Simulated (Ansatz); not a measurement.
# MnO (F-43m) in Ansatz: equation of state

Aim: energy against volume of MnO in PBE, for its equilibrium volume and stiffness.

Everything below comes from runs of Ansatz 0.2.0. Logs are shortened: lines on timing, memory, paths and dates and some standing lists are left out, and cuts for length are marked.

**1. The structure**

It takes space group F-43m (No. 216, cubic). The conventional cell has a = 4.873 Å, b = 4.873 Å, c = 4.873 Å, α = 90.00°, β = 90.00°, γ = 90.00°. Mn (site symmetry -43m) is surrounded by 4 O at 2.11 Å. O (site symmetry -43m) has 4 Mn at 2.11 Å as nearest neighbours.

Measurements of this composition are mostly on another form, of space group No. 225.

**2. Single point, PBE, collinear spin, ferromagnetic start, 13.60 Å³/atom (volume scaled by 0.94)**

File input.yaml:

```yaml
crystal:
  lattice:
    - [0.0, 2.3867747097, 2.3867747097]
    - [2.3867747097, 0.0, 2.3867747097]
    - [2.3867747097, 2.3867747097, 0.0]
  atoms:
    - { symbol: Mn, position: [0.0, 0.0, 0.0], spin: 4.0 }
    - { symbol: O, position: [0.25, 0.25, 0.25] }
hamiltonian:
  xc: pbe
  pseudopotentials: { kind: paw }
magnetization:
  spin_polarized: true
kpoints:
  mp_grid: { grid: [9, 9, 9] }
scf:
  occupations: { method: fermi_dirac, width: 0.05 }
output:
  forces: true
  stress: true
  eigenvalues: true
```

Potentials or basis: Ansatz PAW.

Command:

```
> ansatz run input.yaml --threads 2 --pin off --max-ram 5632MiB --backend cpu --events-out ev --progress --plain --runs-dir out
```

Output:

```text
Warning: RAYON_NUM_THREADS=2 ignored (pool sized by the plan → 2); use --threads N
Engine: ansatz 0.2.0, aarch64-unknown-linux-gnu
Pseudopotentials: kind: paw
Pseudopotential: Mn, paw, valence charge 15, recommended cutoff 420 eV (normal), Mn.paw.azcp
Pseudopotential: O, paw, valence charge 6, recommended cutoff 420 eV (normal), O.paw.azcp
Functional definition: PBE
  parameter kappa = 0.804
  parameter beta = 0.06672455060314922
  exchange = pbe_x(kappa = kappa, mu = beta*pi^2/3)
  correlation = pbe_c(beta = beta)
Crystal: 2 atoms, lattice volume = 27.193 Å³
Basis set: ecut = 420 eV, 531 PW (Γ), exchange–correlation on 48×48×48 points (8 copies of the dense FFT grid, shifted against one another)
Bands: 17, of which v1, the nominal top of the filled ones, is band 11 counted from 1 (10 counted from 0)
Symmetry: 24 space group operations
Space group: F-43m (ITA 216), of the structure as read, at distance tolerance 3.0e-5 Å
Magnetic group: BNS 216.74 (UNI 1576), of the structure as read, at distance tolerance 3.0e-5 Å
k-points: 35 of 729 (time reversal used)
Non-local potential: Mn, projectors of the file, l = 0: 3, l = 1: 2, l = 2: 3, l = 3: 1
Non-local potential: O, projectors of the file, l = 0: 2, l = 1: 2, l = 2: 1
PAW form: soft (Blöchl's): semilocal exchange-correlation on the pseudo side does not see the compensation charge
PAW one-centre angular grid: Mn, 590 points (default); XC on 64 Gauss nodes
PAW one-centre angular grid: O, 110 points (default); XC on 64 Gauss nodes
Initial density: superposition of atomic densities (chi_scale 0.1, normalization cell, long waves kept (reshape's long-wave potential 0.00 eV rms))
Starting moments: Σ|m| = 4 μB on 1 of 2 sites
Initial wavefunctions: pseudopotential atomic-orbital guess
Functional: x = pbe(κ = 0.804, μ = 0.2195149727645171), c = pbe(β = 0.06672455060314922)
SCF iter   1: F=—  HF=-4466.655875 eV  |F-HF|=—  |Δ(HF+E_count)|=         —  Δρ=1.35e-1 (↑1.35e-1 ↓4.97e-2)  dr2=4.99e0  dr2_m=1.20e0  M=4.816 μB ∫|m|=4.816 μB  β_m=0.30  ethr=3.10e-3  ⟨swp⟩=4.3  Hψ=5033  notcnv=0
Mixer restart at iter 1: flushing history
preconditioner: auto → none  [metal: Δε(μ)=0.003 eV  Ē_g=12.002 eV  σ=0.050 eV  W_gap=0.02  n_scr=8 (ndim 8)  ℏωp=25.7 eV  f_vac=0.000  D(μ)=1.34/eV (n_scr^D=14)  sad-step TF]
SCF iter   2: F=—  HF=-4466.298814 eV  |F-HF|=—  |Δ(HF+E_count)|=   3.57e-1  Δρ=7.94e-2 (↑7.94e-2 ↓2.96e-2)  dr2=1.29e0  dr2_m=6.08e-1  M=4.950 μB ∫|m|=4.950 μB  β_m=0.47  ethr=3.10e-3  ⟨swp⟩=2.8  Hψ=2830  notcnv=0  defer=66
SCF iter   3: F=—  HF=-4466.257761 eV  |F-HF|=—  |Δ(HF+E_count)|=   4.11e-2  Δρ=2.51e-2 (↑1.91e-2 ↓2.51e-2)  dr2=4.68e-1  dr2_m=5.04e-3  M=4.816 μB ∫|m|=4.816 μB  β_m=0.43  ethr=3.10e-3  ⟨swp⟩=3.0  Hψ=2483  notcnv=0  defer=74
SCF iter   4: F=—  HF=-4466.187927 eV  |F-HF|=—  |Δ(HF+E_count)|=   6.98e-2  Δρ=9.23e-3 (↑9.23e-3 ↓7.87e-3)  dr2=3.45e-2  dr2_m=8.45e-3  M=4.970 μB ∫|m|=4.970 μB  β_m=0.49  ethr=2.23e-3  ⟨swp⟩=2.2  Hψ=1967  notcnv=0  defer=78
SCF iter   5: F=—  HF=-4466.182683 eV  |F-HF|=—  |Δ(HF+E_count)|=         —  Δρ=3.09e-3 (↑3.09e-3 ↓2.96e-3)  dr2=2.41e-3  dr2_m=7.78e-4  M=4.965 μB ∫|m|=4.965 μB  β_m=0.49  ethr=1.64e-4  ⟨swp⟩=2.2  Hψ=2222  notcnv=0  defer=94
Mixer restart at iter 5: flushing history
SCF iter   6: F=—  HF=-4466.187337 eV  |F-HF|=—  |Δ(HF+E_count)|=   4.65e-3  Δρ=1.89e-3 (↑1.89e-3 ↓1.79e-3)  dr2=5.24e-4  dr2_m=7.28e-4  M=4.980 μB ∫|m|=4.980 μB  β_m=0.62  ethr=1.15e-5  ⟨swp⟩=2.0  Hψ=2220  notcnv=0  defer=94
SCF iter   7: F=—  HF=-4466.190489 eV  |F-HF|=—  |Δ(HF+E_count)|=   3.15e-3  Δρ=1.31e-3 (↑7.02e-4 ↓1.31e-3)  dr2=4.42e-4  dr2_m=1.26e-4  M=4.985 μB ∫|m|=4.985 μB  β_m=0.81  ethr=2.50e-6  ⟨swp⟩=2.0  Hψ=2083  notcnv=0  defer=94
SCF iter   8: F=—  HF=-4466.191738 eV  |F-HF|=—  |Δ(HF+E_count)|=   1.25e-3  Δρ=1.07e-3 (↑1.07e-3 ↓5.84e-4)  dr2=5.57e-4  dr2_m=2.14e-5  M=4.991 μB ∫|m|=4.991 μB  β_m=0.67  ethr=2.10e-6  ⟨swp⟩=2.0  Hψ=2216  notcnv=0  defer=94
SCF iter   9: F=—  HF=-4466.191638 eV  |F-HF|=—  |Δ(HF+E_count)|=   1.00e-4  Δρ=2.40e-4 (↑2.40e-4 ↓1.35e-4)  dr2=1.59e-5  dr2_m=4.01e-6  M=4.991 μB ∫|m|=4.991 μB  β_m=0.64  ethr=2.10e-6  ⟨swp⟩=2.1  Hψ=1757  notcnv=0  defer=94
SCF iter  10: F=—  HF=-4466.191693 eV  |F-HF|=—  |Δ(HF+E_count)|=   5.55e-5  Δρ=6.45e-5 (↑6.45e-5 ↓4.28e-5)  dr2=6.54e-7  dr2_m=5.38e-7  M=4.991 μB ∫|m|=4.991 μB  β_m=0.82  ethr=7.57e-8  ⟨swp⟩=2.2  Hψ=1638  notcnv=0  defer=94
SCF iter  11: F=—  HF=-4466.191694 eV  |F-HF|=—  |Δ(HF+E_count)|=   4.29e-7  Δρ=5.53e-6 (↑3.88e-6 ↓5.53e-6)  dr2=3.27e-9  dr2_m=4.30e-9  M=4.991 μB ∫|m|=4.991 μB  β_m=0.78  ethr=3.12e-9  ⟨swp⟩=2.2  Hψ=1701  notcnv=0  defer=94
SCF iter  12: F=-4466.191694 eV  HF=-4466.191694 eV  |F-HF|=4.14e-10  |Δ(HF+E_count)|=   6.89e-9  Δρ=2.74e-6 (↑2.74e-6 ↓1.51e-6)  dr2=1.46e-9  dr2_m=6.90e-10  M=4.991 μB ∫|m|=4.991 μB  ethr=1.56e-11  ⟨swp⟩=3.9  Hψ=4538  notcnv=0
SCF 1 converged in 12 iterations: F = -4466.191694 eV  dr2 = 1.46e-9
SCF converged after 12 iterations
Magnetization: 4.9907 μB (12.9953 up, 8.0047 down)
Absolute magnetization: 4.9907 μB (∫|ρ↑−ρ↓|, with the PAW one-centre terms)
Spin contamination: 0.0068 ħ² per cell (⟨S²⟩ above its minimum at these occupations)
Per-site moments (μB) at R_I (Å): [(3.95808576932353, 0.8526406068305519), (0.2237626235633168, 0.8526406068305519)]
Free energy (F): -4466.191694 eV
Harris-Foulkes:  -4466.191694 eV  (|F-HF|=4.14e-10)
Internal energy: -4466.188733 eV  (E = F + TS)
E sigma→0 (E₀):  -4466.190213 eV
Entropy (-TS):   -0.002961 eV (-1.480 meV/atom)
Fermi energy:    10.262238 eV
--- Per-component energies (eV) ---
  E_band       = -313.342324
  E_kinetic    = 472.850471
  E_local      = -2629.679004  (includes V_loc(G=0)·N_el)
  E_nonlocal   = 301.712093
  E_hartree    = 1060.643415
  E_xc         = -184.120826
  E_vxc        = -235.136698  (∫ρ·V_xc dr)
  E_paw        = -1465.005019  (= ΣΔE_a)
  E_vpaw       = -344.380558  (= ΣTr[D̂ρ^β])
  E_aug_tail   = 0.002400  (compensation charges beyond the density's cutoff)
  E_ewald      = -2022.592263
  E_smearing   = -0.002961  (= −TS)
  E_closure    = 0.000000  (closes the sum)
  Σ components = -4466.191694   (vs F -4466.191694, Δ=0.00e0)
--- Forces (eV/Å), atoms counted from 1 ---
  atom   1  Mn     0.00000000    -0.00000000     0.00000000
  atom   2  O      0.00000000    -0.00000000     0.00000000
  max |Σ_I F_I| component: 1.13e-16 eV/Å
--- Stress (GPa, compression-positive) ---
        1.947366       0.000000      -0.000000
        0.000000       1.947366       0.000000
       -0.000000       0.000000       1.947366
  P = ⅓ Tr σ = 1.9474 GPa (19.474 kbar)
--- Band table (eV; the first three rows and the last of 70) ---
  k-point 0 ↑: bands = ["-71.4701", "-40.2201", "-40.2201", "-40.2201", "-9.4869", "4.1612", "4.1612", "4.1612", "7.4575", "7.4575", "8.7602", "10.2933", "10.2933", "10.2933", "22.2657", "22.2657", "22.2657"]
  k-point 1 ↑: bands = ["-71.4699", "-40.2236", "-40.2207", "-40.2207", "-9.4341", "3.9683", "4.2050", "4.2050", "7.4390", "7.4390", "9.0845", "10.2259", "10.2259", "10.2389", "21.0966", "22.3395", "22.3395"]
  k-point 2 ↑: bands = ["-71.4692", "-40.2325", "-40.2220", "-40.2220", "-9.2995", "3.6330", "4.3096", "4.3096", "7.4279", "7.4279", "8.9993", "10.0277", "10.0277", "10.9327", "19.0409", "22.3313", "22.3313"]
  k-point 34 ↓: bands = ["-66.6263", "-35.5075", "-35.4976", "-35.4892", "-8.4772", "4.6656", "5.1407", "5.7016", "10.4737", "11.4157", "12.1758", "12.5710", "13.0906", "17.6063", "19.2334", "20.0713", "21.2703"]
```

It took 2.6 s on 2 threads of Arm Neoverse V1, shared host; peak memory 0.3 GiB.

What came out:

```yaml
Free_energy: -4466.1917 eV
Pressure: 1.9 GPa
Band_gap_on_the_k_mesh: none (metal or under the smearing width)
Net_moment: 4.99 μB per cell
Absolute_moment: 4.99 μB per cell
Site_moments: Mn +3.96; O +0.22 μB
```

Caveat: the pressure holds a Pulay correction of +0.5 GPa for the finite cutoff; a cell with one magnetic atom can't hold antiferromagnetic order, which such compounds often take; semilocal functionals often make such compounds metallic where correlation or magnetic order opens a gap, which also shifts bond lengths.

**3. Single point, PBE, collinear spin, ferromagnetic start, 13.89 Å³/atom (volume scaled by 0.96)**

Edit input.yaml of step 2 so:

```diff
@@ -2,5 +2,5 @@
   lattice:
-    - [0.0, 2.3867747097, 2.3867747097]
-    - [2.3867747097, 0.0, 2.3867747097]
-    - [2.3867747097, 2.3867747097, 0.0]
+    - [0.0, 2.4035835361, 2.4035835361]
+    - [2.4035835361, 0.0, 2.4035835361]
+    - [2.4035835361, 2.4035835361, 0.0]
   atoms:
@@ -21 +21,5 @@
   eigenvalues: true
+  write_density: true
+  write_potential: true
+  elf: true
+  volumetric_format: npy
```

Potentials or basis: Ansatz PAW.

Command:

```
> ansatz run input.yaml --threads 2 --pin off --max-ram 5632MiB --backend cpu --events-out ev --progress --plain --runs-dir out
```

It took 3.2 s on 2 threads of Arm Neoverse V1, shared host; peak memory 0.31 GiB.

It converged, with:

| Property | Result |
| --- | --- |
| Free energy | -4466.1943 eV |
| Pressure | -0.5 GPa |
| Band gap on the k mesh | none (metal or under the smearing width) |
| Net moment | 5.00 μB per cell |
| Absolute moment | 5.00 μB per cell |
| Site moments | Mn +3.98; O +0.22 μB |

Caveat: the pressure holds a Pulay correction of +0.5 GPa for the finite cutoff; a cell with one magnetic atom can't hold antiferromagnetic order, which such compounds often take; semilocal functionals often make such compounds metallic where correlation or magnetic order opens a gap, which also shifts bond lengths.

**4. Single point, PBE, collinear spin, ferromagnetic start, 14.18 Å³/atom (volume scaled by 0.98)**

File input.yaml:

```yaml
crystal:
  lattice:
    - [0.0, 2.4201604981, 2.4201604981]
    - [2.4201604981, 0.0, 2.4201604981]
    - [2.4201604981, 2.4201604981, 0.0]
  atoms:
    - { symbol: Mn, position: [0.0, 0.0, 0.0], spin: 4.0 }
    - { symbol: O, position: [0.25, 0.25, 0.25] }
hamiltonian:
  xc: pbe
  pseudopotentials: { kind: paw }
magnetization:
  spin_polarized: true
kpoints:
  mp_grid: { grid: [9, 9, 9] }
scf:
  occupations: { method: fermi_dirac, width: 0.05 }
output:
  forces: true
  stress: true
  eigenvalues: true
```

Command:

```
> ansatz run input.yaml --threads 2 --pin off --max-ram 5632MiB --backend cpu --events-out ev --progress --plain --runs-dir out
```

Run time: 2.7 s. Hardware: 2 threads of Arm Neoverse V1, shared host; peak memory 0.31 GiB.

The run converged. Its results:

```yaml
Free_energy: -4466.1885 eV
Pressure: -2.7 GPa
Band_gap_on_the_k_mesh: none (metal or under the smearing width)
Net_moment: 5.00 μB per cell
Absolute_moment: 5.00 μB per cell
Site_moments: Mn +4.00; O +0.21 μB
```

Caveat: the pressure holds a Pulay correction of +0.5 GPa for the finite cutoff; a cell with one magnetic atom can't hold antiferromagnetic order, which such compounds often take; semilocal functionals often make such compounds metallic where correlation or magnetic order opens a gap, which also shifts bond lengths.

**5. Single point, PBE, collinear spin, ferromagnetic start, 14.46 Å³/atom**

Edit input.yaml of step 4 so:

```diff
@@ -2,5 +2,5 @@
   lattice:
-    - [0.0, 2.4201604981, 2.4201604981]
-    - [2.4201604981, 0.0, 2.4201604981]
-    - [2.4201604981, 2.4201604981, 0.0]
+    - [0.0, 2.43651343, 2.43651343]
+    - [2.43651343, 0.0, 2.43651343]
+    - [2.43651343, 2.43651343, 0.0]
   atoms:
```

Command:

```
> ansatz run input.yaml --threads 2 --pin off --max-ram 5632MiB --backend cpu --events-out ev --progress --plain --runs-dir out
```

Run time: 2.7 s. Hardware: 2 threads of Arm Neoverse V1, shared host; peak memory 0.31 GiB.

It converged, with:

- Free energy: -4466.1749 eV
- Pressure: -4.7 GPa
- Band gap on the k mesh: none (metal or under the smearing width)
- Net moment: 5.00 μB per cell
- Absolute moment: 5.00 μB per cell
- Site moments: Mn +4.03; O +0.21 μB

Caveat: the pressure holds a Pulay correction of +0.5 GPa for the finite cutoff; a cell with one magnetic atom can't hold antiferromagnetic order, which such compounds often take; semilocal functionals often make such compounds metallic where correlation or magnetic order opens a gap, which also shifts bond lengths.

**6. Single point, PBE, collinear spin, ferromagnetic start, 14.75 Å³/atom (volume scaled by 1.02)**

Edit input.yaml of step 5 so:

```diff
@@ -2,5 +2,5 @@
   lattice:
-    - [0.0, 2.43651343, 2.43651343]
-    - [2.43651343, 0.0, 2.43651343]
-    - [2.43651343, 2.43651343, 0.0]
+    - [0.0, 2.4526497508, 2.4526497508]
+    - [2.4526497508, 0.0, 2.4526497508]
+    - [2.4526497508, 2.4526497508, 0.0]
   atoms:
```

Potentials or basis: Ansatz PAW.

Command:

```
> ansatz run input.yaml --threads 2 --pin off --max-ram 5632MiB --backend cpu --events-out ev --progress --plain --runs-dir out
```

Run time: 2.6 s. Hardware: 2 threads of Arm Neoverse V1, shared host; peak memory 0.31 GiB.

Results (log left out):

```
Free energy            : -4466.1544 eV
Pressure               : -6.5 GPa
Band gap on the k mesh : none (metal or under the smearing width)
Net moment             : 5.00 μB per cell
Absolute moment        : 5.00 μB per cell
Site moments           : Mn +4.04; O +0.20 μB
```

Caveat: the pressure holds a Pulay correction of +0.5 GPa for the finite cutoff; a cell with one magnetic atom can't hold antiferromagnetic order, which such compounds often take; semilocal functionals often make such compounds metallic where correlation or magnetic order opens a gap, which also shifts bond lengths.

**7. Single point, PBE, collinear spin, ferromagnetic start, 15.04 Å³/atom (volume scaled by 1.04)**

Edit input.yaml of step 6 so:

```diff
@@ -2,5 +2,5 @@
   lattice:
-    - [0.0, 2.4526497508, 2.4526497508]
-    - [2.4526497508, 0.0, 2.4526497508]
-    - [2.4526497508, 2.4526497508, 0.0]
+    - [0.0, 2.4685764941, 2.4685764941]
+    - [2.4685764941, 0.0, 2.4685764941]
+    - [2.4685764941, 2.4685764941, 0.0]
   atoms:
```

Command:

```
> ansatz run input.yaml --threads 2 --pin off --max-ram 5632MiB --backend cpu --events-out ev --progress --plain --runs-dir out
```

Wall time 2.7 s (2 threads of Arm Neoverse V1, shared host); peak memory 0.31 GiB.

It converged, with:

```
Free energy            : -4466.1280 eV
Pressure               : -8.1 GPa
Band gap on the k mesh : none (metal or under the smearing width)
Net moment             : 5.00 μB per cell
Absolute moment        : 5.00 μB per cell
Site moments           : Mn +4.06; O +0.20 μB
```

Caveat: the pressure holds a Pulay correction of +0.4 GPa for the finite cutoff; a cell with one magnetic atom can't hold antiferromagnetic order, which such compounds often take; semilocal functionals often make such compounds metallic where correlation or magnetic order opens a gap, which also shifts bond lengths.

**8. Single point, PBE, collinear spin, ferromagnetic start, 15.33 Å³/atom (volume scaled by 1.06)**

Edit input.yaml of step 7 so:

```diff
@@ -2,5 +2,5 @@
   lattice:
-    - [0.0, 2.4685764941, 2.4685764941]
-    - [2.4685764941, 0.0, 2.4685764941]
-    - [2.4685764941, 2.4685764941, 0.0]
+    - [0.0, 2.4843003352, 2.4843003352]
+    - [2.4843003352, 0.0, 2.4843003352]
+    - [2.4843003352, 2.4843003352, 0.0]
   atoms:
```

Command:

```
> ansatz run input.yaml --threads 2 --pin off --max-ram 5632MiB --backend cpu --events-out ev --progress --plain --runs-dir out
```

Wall time 2.7 s (2 threads of Arm Neoverse V1, shared host); peak memory 0.31 GiB.

The run converged. Its results:

```yaml
Free_energy: -4466.0960 eV
Pressure: -9.6 GPa
Band_gap_on_the_k_mesh: none (metal or under the smearing width)
Net_moment: 5.00 μB per cell
Absolute_moment: 5.00 μB per cell
Site_moments: Mn +4.08; O +0.19 μB
```

Caveat: the pressure holds a Pulay correction of +0.4 GPa for the finite cutoff; a cell with one magnetic atom can't hold antiferromagnetic order, which such compounds often take; semilocal functionals often make such compounds metallic where correlation or magnetic order opens a gap, which also shifts bond lengths.

**9. Equation of state, PBE, collinear spin, ferromagnetic start**

Potentials or basis: Ansatz PAW.

This step only gathers the single runs of the series.

What came out:

- Equilibrium volume: 13.83 Å³/atom
- Bulk modulus: 116 GPa
- Pressure derivative of the bulk modulus: 4.5

Energy against volume, from the lowest point:
```tsv
volume (Å³/atom)	energy (meV/atom)
13.597	1.30
13.886	0.00
14.175	2.91
14.465	9.71
14.754	19.96
15.043	33.16
15.332	49.16
```
